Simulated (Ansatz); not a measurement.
## Several inputs for SiO2 with nitrogen replacing O

Cell: a supercell of SiO2 (space group Ima2) built from an entry of the Crystallography Open Database (COD; perhaps a calculated or model structure), with all atoms left at the host's positions.

```yaml
crystal:
  lattice:
    - [-5.10850, 3.97895, 2.47825]
    - [10.21700, -7.95790, 4.95650]
    - [5.10850, 3.97895, -2.47825]
  atoms:
    - { symbol: Si, position: [0.85660, 0.30091, 0.45843] }
    - { symbol: Si, position: [0.85660, 0.80092, 0.45843] }
    - { symbol: Si, position: [0.14340, 0.19909, 0.54157] }
    - { symbol: Si, position: [0.14340, 0.69908, 0.54157] }
    - { symbol: Si, position: [0.85660, 0.44909, 0.75477] }
    - { symbol: Si, position: [0.85660, 0.94908, 0.75477] }
    - { symbol: Si, position: [0.14340, 0.05092, 0.24523] }
    - { symbol: Si, position: [0.14340, 0.55092, 0.24523] }
    - { symbol: O, position: [0.87536, 0.38205, 0.26992] }
    - { symbol: O, position: [0.87536, 0.88205, 0.26992] }
    - { symbol: O, position: [0.49418, 0.30272, 0.73008] }
    - { symbol: O, position: [0.49418, 0.80272, 0.73008] }
    - { symbol: O, position: [0.87536, 0.05272, 0.61126] }
    - { symbol: O, position: [0.87536, 0.55272, 0.61126] }
    - { symbol: O, position: [0.49418, 0.13205, 0.38874] }
    - { symbol: O, position: [0.49418, 0.63205, 0.38874] }
    - { symbol: N, position: [0.96610, 0.39578, 0.67453] }
    - { symbol: O, position: [0.96610, 0.89579, 0.67453] }
    - { symbol: O, position: [0.11704, 0.14578, 0.32547] }
    - { symbol: O, position: [0.11704, 0.64579, 0.32547] }
    - { symbol: O, position: [0.09431, 0.29716, 0.50000] }
    - { symbol: O, position: [0.09431, 0.79715, 0.50000] }
    - { symbol: O, position: [0.09431, 0.04716, 0.00000] }
    - { symbol: O, position: [0.09431, 0.54715, 0.00000] }
```

Atoms are numbered from 1 in the order listed; like atoms form one site, named after its first atom.

Reference run. Level of theory: DFT, PBE, plane waves and PAW, scalar-relativistic, 420 eV cutoff, Γ-centred 4×2×3 k-points, Fermi–Dirac smearing 0.01 eV, cell charge -1 (Ansatz 0.2.0).

It gives V_zz (10²¹ V/m²) N 2.64 (η 0.24), O22 9.56 (η 0.12), Si1 -4.15 (η 0.02), among others. Each of these runs changes the input as listed (caps on SCF iterations aside):

A. scf.algorithm: not typed → direct_min
B. total_charge: -1 → -2; accuracy: not typed → low

Task: Which of these changes matter for the gradients?

Result: 

```tsv
run	N V_zz (η)	O22 V_zz (η)	Si1 V_zz (η)	largest change of a gradient tensor, all atoms	note
A	2.64 (0.24)	9.56 (0.12)	-4.15 (0.02)	0.00	converged
B	2.65 (0.27)	9.44 (0.16)	-4.15 (0.04)	0.25	converged; cell charge -2 on a uniform background; no gap left; odd number of electrons without spin polarisation
```

Run B moves them most, on O21 (V_zz from 8.92 to 8.96); against its own size the tensor moves most on Si3 among sites above 0.3 (by 0.19, V_zz from 0.94 to 0.80).

Run B changes total_charge, accuracy together, so the table can't tell their shares apart.

On the reference run: The defect repeats with the cell of 24 atoms, so it feels its images: sites between two images don't show the values beside a lone defect, and zeros or small values of η there can come from the images' arrangement. O and Si carry a gradient in the pure host already, so the values there aren't the defect's effect alone. A uniform background compensates the cell's charge. The neighbours have not yet relaxed around the defect (largest force 3.0 eV/Å), so a real crystal will differ.
